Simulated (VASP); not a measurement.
# AlAs (F-43m) in VASP: settings compared, part 2 of 2

VASP 6.6.1. The steps go on from the part before.

## (3) Band structure, PBE

File INCAR:

```
ALGO = Normal ; EDIFF = 1E-7
ENCUT = 520 ; GGA = PE
ISIF = 2 ; ISMEAR = 0
KPAR = 8 ; LASPH = True
LCHARG = False ; LREAL = False
LWAVE = False ; NELM = 80
PREC = Accurate ; SIGMA = 0.03
```

File KPOINTS:

```
k-points
0
Gamma
  8 8 8
```

File POSCAR:

```
AlAs                                    
1.0
    0.0000000000      2.8408844734      2.8408844734
    2.8408844734      0.0000000000      2.8408844734
    2.8408844734      2.8408844734      0.0000000000
  Al              As            
     1     1
Direct
     0.0000000000000000    0.0000000000000000    0.0000000000000000
     0.2500000000000000    0.2500000000000000    0.2500000000000000
```

File KPOINTS_OPT:

```
explicit points
6
Reciprocal
 0.0000000000  0.0000000000  0.0000000000 1
 0.3750000000  0.3750000000  0.7500000000 1
 0.5000000000  0.5000000000  0.5000000000 1
 0.6250000000  0.2500000000  0.6250000000 1
 0.5000000000  0.2500000000  0.7500000000 1
 0.5000000000  0.0000000000  0.5000000000 1
```

Potentials or basis: VASP PAW PBE potentials, release 64 (Al, As).

The run is started by

```console
$ cat potpaw_PBE.64/Al/POTCAR potpaw_PBE.64/As/POTCAR > POTCAR
$ mpirun -np 8 vasp_std > vasp.out
```

OUTCAR:

```text
EDIFF = 1E-7
   ENCUT = 520
   GGA = PE
   ISIF = 2
   ISMEAR = 0
   LASPH = True
   LREAL = False
   NELM = 80
   PREC = Accurate

 ion  position               nearest neighbor table
   1  0.000  0.000  0.000-   2 2.46   2 2.46   2 2.46   2 2.46
   2  0.250  0.250  0.250-   1 2.46   1 2.46   1 2.46   1 2.46

  LATTYP: Found a face centered cubic cell.
 ALAT       =     5.6817689468

  Lattice vectors:

 A1 = (   0.0000000000,   2.8408844734,   2.8408844734)
 A2 = (   2.8408844734,   0.0000000000,   2.8408844734)
 A3 = (   2.8408844734,   2.8408844734,   0.0000000000)

Analysis of symmetry for initial positions (statically):
=====================================================================
 Subroutine PRICEL returns:
 Original cell was already a primitive cell.

 Routine SETGRP: Setting up the symmetry group for a
 face centered cubic supercell.

 Subroutine GETGRP returns: Found 24 space group operations
 (whereof 24 operations were pure point group operations)
 out of a pool of 48 trial point group operations.

The static configuration has the point symmetry T_d .

Analysis of symmetry for dynamics (positions and initial velocities):
=====================================================================
 Subroutine PRICEL returns:
 Original cell was already a primitive cell.

 Routine SETGRP: Setting up the symmetry group for a
 face centered cubic supercell.

 Subroutine GETGRP returns: Found 24 space group operations
 (whereof 24 operations were pure point group operations)
 out of a pool of 48 trial point group operations.

The dynamic configuration has the point symmetry T_d .

 Subroutine INISYM returns: Found 24 space group operations
 (whereof 24 operations are pure point group operations),
 and found     1 'primitive' translations

----------------------------------------------------------------------------------------

                                     Primitive cell

  volume of cell :      45.8554

  direct lattice vectors                    reciprocal lattice vectors
     0.000000000  2.840884473  2.840884473    -0.176001525  0.176001525  0.176001525
     2.840884473  0.000000000  2.840884473     0.176001525 -0.176001525  0.176001525
     2.840884473  2.840884473  0.000000000     0.176001525  0.176001525 -0.176001525

  length of vectors
     4.017617351  4.017617351  4.017617351     0.304843584  0.304843584  0.304843584

  position of ions in fractional coordinates (direct lattice)
     0.000000000  0.000000000  0.000000000
     0.250000000  0.250000000  0.250000000

  ion indices of the primitive-cell ions
   primitive index   ion index
                 1           1
                 2           2

----------------------------------------------------------------------------------------

 KPOINTS: k-points

Automatic generation of k-mesh.
 Grid dimensions read from file:
 generate k-points for:    8    8    8

 Generating k-lattice:

  Cartesian coordinates                     Fractional coordinates (reciprocal lattice)
    -0.022000191  0.022000191  0.022000191     0.125000000  0.000000000  0.000000000
     0.022000191 -0.022000191  0.022000191     0.000000000  0.125000000  0.000000000
     0.022000191  0.022000191 -0.022000191     0.000000000  0.000000000  0.125000000

  Length of vectors
     0.038105448  0.038105448  0.038105448

  Shift w.r.t. Gamma in fractional coordinates (k-lattice)
     0.000000000  0.000000000  0.000000000

 Subroutine IBZKPT returns following result:
 ===========================================

 Found     29 irreducible k-points:

 Following reciprocal coordinates:
            Coordinates               Weight
  0.000000  0.000000  0.000000      1.000000
  0.125000  0.000000  0.000000      8.000000
  0.250000  0.000000  0.000000      8.000000
  0.375000  0.000000  0.000000      8.000000
  0.500000  0.000000  0.000000      4.000000
  0.125000  0.125000  0.000000      6.000000
[... 16 lines left out ...]
  0.500000  0.250000  0.125000     48.000000
 -0.375000  0.250000  0.125000     24.000000
 [... further k-points ...]
   k-points           NKPTS =     29   k-points in BZ     NKDIM =     29   number of bands    NBANDS=      8
   number of dos      NEDOS =    301   number of ions     NIONS =      2
   total plane-waves  NPLWV =  27000
   dimension x,y,z NGX =    30 NGY =   30 NGZ =   30
   dimension x,y,z NGXF=    60 NGYF=   60 NGZF=   60
   ions per type =               1   1
   NGX,Y,Z   is equivalent  to a cutoff of  12.41, 12.41, 12.41 a.u.
   NGXF,Y,Z  is equivalent  to a cutoff of  24.83, 24.83, 24.83 a.u.
 SYSTEM =  unknown system
   PREC   = accura    normal or accurate (medium, high low for compatibility)
   ISTART =      0    job   : 0-new  1-cont  2-samecut
   ICHARG =      2    charge: 1-file 2-atom 10-const
   ISPIN  =      1    spin polarized calculation?
   LNONCOLLINEAR =      F non collinear calculations
   LSORBIT =      F    spin-orbit coupling
   LASPH  =      T    aspherical Exc in radial PAW
   ENCUT  =  520.0 eV  38.22 Ry    6.18 a.u.   7.47  7.47  7.47*2*pi/ulx,y,z
   NELM   =     80;   NELMIN=  2; NELMDL= -5     # of ELM steps
   EDIFF  = 0.1E-06   stopping-criterion for ELM
   LREAL  =      F    real-space projection
   EDIFFG = 0.1E-05   stopping-criterion for IOM
   NSW    =      0    number of steps for IOM
   IBRION =     -1    ionic relax: 0-MD 1-quasi-New 2-CG
   NFREE  =      0    steps in history (QN), initial steepest desc. (CG)
   ISIF   =      2    stress and relaxation
   ISYM   =      2    0-nonsym 1-usesym 2-fastsym
   POTIM  = 0.5000    time-step for ionic-motion
   TEBEG  =    0.0;   TEEND  =   0.0 temperature during run
   PSTRESS=    0.0 pullay stress
   NELECT =       8.0000    total number of electrons
   NUPDOWN=      -1.0000    fix difference up-down
   EMIN   =  10.00;   EMAX   =-10.00  energy-range for DOS
   EFERMI =   0.00;   METHOD = LEGACY
   ISMEAR =     0;   SIGMA  =   0.03  broadening in eV -4-tet -1-fermi 0-gaus
   EFERMI_NEDOS =   21; number of points for ismear=-14 and -15
   IALGO  =     38    algorithm
   IMIX   =      4    mixing-type and parameters
     AMIX     =   0.40;   BMIX     =  1.00
     AMIX_MAG =   1.60;   BMIX_MAG =  1.00
  volume/ion in A,a.u.               =      22.93       154.72
  Fermi-wavevector in a.u.,A,eV,Ry     =   0.914762  1.728649 11.385202  0.836789
  Thomas-Fermi vector in A             =   2.039426
   LORBIT       =      0    0 simple, 1 ext, 2 COOP (PROOUT), +10 PAW based schemes
   GGA     = PE    functional components
   LHFCALC =     F    Hartree Fock is set to
   AEXX    =    0.0000 exact exchange contribution
   IVDW    =     0    specifies the selected vdW correction
   LEPSILON=     F    determine dielectric tensor
   LRPA    =     F    only Hartree local field effects (RPA)
 non-spin polarized calculation
 Gauss-broadening in eV      SIGMA  =   0.03
  energy-cutoff  :      520.00
  volume of cell :       45.86
 maximum number of plane-waves:      1254
 NGX is ok and might be reduce to    30
   NGX = 15   NGY = 15   NGZ = 15

 number of electron       7.9999999 magnetization

 Free energy of the ion-electron system (eV)
  ---------------------------------------------------
  ext. energy  EPLUGINS =         0.00000000
  ---------------------------------------------------
  free energy    TOTEN  =        -9.38079009 eV

  energy without entropy =       -9.38079009  energy(sigma->0) =       -9.38079009

 E-fermi :   3.9184     XC(G=0):  -8.9984

 val. band max:        3.7957017270   @ k =   0.0000   0.0000   0.0000
 cond. band min:       5.2495227901   @ k =   0.5000   0.5000   0.0000
 fundamental gap:      1.4538210631
 Fermi energy:         3.9184177455

 k-point     1 :       0.0000    0.0000    0.0000
  band No.  band energies     occupation
      1      -8.0073      2.00000
      2       3.7957      2.00000
      3       3.7957      2.00000
      4       3.7957      2.00000
      5       5.7688      0.00000
      6       8.0638      0.00000
      7       8.0638      0.00000
      8       8.0638      0.00000
[... 243 lines left out ...]
 k-point    24 :      -0.3750    0.2500    0.1250
  band No.  band energies     occupation
      1      -6.3539      2.00000
      2      -1.4254      2.00000
      3       1.1331      2.00000
      4       2.2721      2.00000
      5       7.4388      0.00000
      6       8.0293      0.00000
      7      10.4320      0.00000
      8      11.3958      0.00000

 [... further k-points ...]
[... 5 lines left out ...]
  --------------------------------------------------------------------------------------
  -------------------------------------------------------------------------------------
  Total        0.5472326      0.5472326      0.5472326      0.0000000     -0.0000000      0.0000000
  in kB       19.1201744     19.1201744     19.1201744      0.0000000     -0.0000000      0.0000000
  external PRESSURE =      19.1201744 kB  Pullay stress =       0.0000000 kB

 VOLUME and BASIS-vectors are now :
 -----------------------------------------------------------------------------
  energy-cutoff  :      520.00
  volume of cell :       45.86
      direct lattice vectors                 reciprocal lattice vectors
     0.000000000  2.840884473  2.840884473    -0.176001525  0.176001525  0.176001525
     2.840884473  0.000000000  2.840884473     0.176001525 -0.176001525  0.176001525
     2.840884473  2.840884473  0.000000000     0.176001525  0.176001525 -0.176001525

 POSITION                                       TOTAL-FORCE (eV/Angst)
 -----------------------------------------------------------------------------------
      0.00000      0.00000      0.00000         0.000000     -0.000000      0.000000
      1.42044      1.42044      1.42044        -0.000000      0.000000     -0.000000
 -----------------------------------------------------------------------------------
    total drift:                               -0.000000     -0.000000     -0.000000

  FREE ENERGIE OF THE ION-ELECTRON SYSTEM (eV)
  ---------------------------------------------------
  free  energy   TOTEN  =        -9.3807900912 eV

  energy  without entropy=       -9.3807900912  energy(sigma->0) =       -9.38079009
```

Run time: 2.6 s. Hardware: 8 MPI ranks of AMD EPYC 9R45 (Zen 5), shared host; peak memory 0.15 GiB.

Results:

* Free energy: -9.3808 eV
* Pressure: 1.9 GPa
* Band gap on the k mesh: 1.45 eV, indirect (least direct gap 1.97 eV)
* Band gap along the path: 1.45 eV, indirect (least direct gap 1.97 eV)

Levels at points of the mesh, in eV from the valence-band top:
| k point | band 1 | band 2 | band 3 | band 4 | band 5 | band 6 | band 7 | band 8 |
| --- | --- | --- | --- | --- | --- | --- | --- | --- |
| (0.00, 0.00, 0.00) | -11.80 | 0.00 | 0.00 | 0.00 | 1.97 | 4.27 | 4.27 | 4.27 |
| (0.50, 0.00, 0.00) | -10.41 | -5.52 | -0.82 | -0.82 | 2.10 | 4.67 | 4.67 | 7.73 |
| (0.50, 0.50, 0.00) | -9.87 | -5.39 | -2.15 | -2.15 | 1.45 | 2.29 | 10.25 | 10.25 |

As with any semilocal functional, this PBE gap is likely too small.

## (4) Band structure, HSE06

POSCAR is that of step 3.

File INCAR.step1:

```
ALGO = Normal ; EDIFF = 1E-5
ENCUT = 520 ; GGA = PE
ISIF = 2 ; ISMEAR = 0
KPAR = 8 ; LASPH = True
LCHARG = False ; LREAL = False
LWAVE = True ; NELM = 80
PREC = Accurate ; SIGMA = 0.03
```

File INCAR.step2:

```
ALGO = Normal ; EDIFF = 1E-7
ENCUT = 520 ; GGA = PE
HFSCREEN = 0.2 ; ISIF = 2
ISMEAR = 0 ; ISTART = 1
KPAR = 8 ; LASPH = True
LCHARG = False ; LHFCALC = True
LREAL = False ; LWAVE = False
NELM = 80 ; PREC = Accurate
PRECFOCK = Fast ; SIGMA = 0.03
```

KPOINTS is that of step 3.

KPOINTS_OPT is that of step 3.

The run is started by

```console
$ cat potpaw_PBE.64/Al/POTCAR potpaw_PBE.64/As/POTCAR > POTCAR
$ cp INCAR.step1 INCAR
$ mpirun -np 8 vasp_std > vasp.out
$ cp INCAR.step2 INCAR
$ mpirun -np 8 vasp_std > vasp.out
```

It took 3.6 min on 8 MPI ranks of AMD EPYC 9R45 (Zen 5), shared host; peak memory 0.33 GiB.

Results (log left out):

| Item | Value |
| --- | --- |
| Free energy | -11.0029 eV |
| Pressure | -0.2 GPa |
| Band gap on the k mesh | 2.12 eV, indirect (least direct gap 2.84 eV) |
| Band gap along the path | 2.12 eV, indirect (least direct gap 2.84 eV) |

Levels at points of the mesh, in eV from the valence-band top:
```
           k point  band 2  band 3  band 4  band 5  band 6  band 7
(0.00, 0.00, 0.00)    0.00    0.00    0.00    2.84    5.14    5.14
(0.50, 0.00, 0.00)   -6.08   -0.89   -0.89    2.89    5.55    5.55
(0.50, 0.50, 0.00)   -5.94   -2.36   -2.36    2.12    3.00   11.58
```

Caveat: the PAW data sets were made with another functional, which shifts forces and pressure a little.

## (5) Band structure, PBE0

POSCAR is that of step 4.

INCAR.step1 is that of step 4.

File INCAR.step2:

```
AEXX = 0.25 ; ALGO = Normal
EDIFF = 1E-7 ; ENCUT = 520
GGA = PE ; HFRCUT = -1
ISIF = 2 ; ISMEAR = 0
ISTART = 1 ; KPAR = 8
LASPH = True ; LCHARG = False
LHFCALC = True ; LREAL = False
LWAVE = False ; NELM = 80
PREC = Accurate ; PRECFOCK = Fast
SIGMA = 0.03
```

KPOINTS is that of step 4.

KPOINTS_OPT is that of step 4.

The run is started by

```console
$ cat potpaw_PBE.64/Al/POTCAR potpaw_PBE.64/As/POTCAR > POTCAR
$ cp INCAR.step1 INCAR
$ mpirun -np 8 vasp_std > vasp.out
$ cp INCAR.step2 INCAR
$ mpirun -np 8 vasp_std > vasp.out
```

Wall time 3.1 min (8 MPI ranks of AMD EPYC 9R45 (Zen 5), shared host); peak memory 0.24 GiB.

It converged, with:

| Property | Result |
| --- | --- |
| Free energy | -11.8460 eV |
| Pressure | -0.3 GPa |
| Band gap on the k mesh | 2.75 eV, indirect (least direct gap 3.45 eV) |
| Band gap along the path | 2.75 eV, indirect (least direct gap 3.45 eV) |

Levels at points of the mesh, in eV from the valence-band top:
```tsv
k point	band 1	band 2	band 3	band 4	band 5	band 6	band 7	band 8
(0.00, 0.00, 0.00)	-13.12	0.00	0.00	0.00	3.45	5.81	5.81	5.81
(0.50, 0.00, 0.00)	-11.54	-6.17	-0.91	-0.91	3.52	6.23	6.23	9.37
(0.50, 0.50, 0.00)	-10.92	-6.03	-2.39	-2.39	2.75	3.65	12.29	12.29
```

Caveat: the PAW data sets were made with another functional, which shifts forces and pressure a little.

## (6) Summary

```tsv
level	k mesh	exchange at q = 0	share of exact exchange	screening parameter	gap on the mesh (eV)	pressure (GPa)
PBE-EpsX	6 × 6 × 6	truncated	0.1014	-	1.97	1.0
PBE	8 × 8 × 8	-	-	-	1.45	1.9
HSE06	8 × 8 × 8	-	-	0.2 1/A	2.12	-0.2
PBE0	8 × 8 × 8	truncated	-	-	2.75	-0.3
```

Alike in all rows: task band structure; potentials or basis VASP PAW PBE potentials, release 64 (Al, As); no spin polarisation; cell as given; cutoff (eV) 520; smearing gaussian 0.03 eV.

On the cell as given the gap runs from 1.45 eV (PBE) to 2.75 eV (PBE0); the meshes differ, which moves gaps too. The pressure there spans -0.3 GPa (PBE0) to 1.9 GPa (PBE); a positive pressure means that this level wants a larger cell, a negative one a smaller.

Caveats: the PAW data sets were made with another functional, which shifts forces and pressure a little (some runs).

Absolute energies hang on the potentials; compare differences alone.
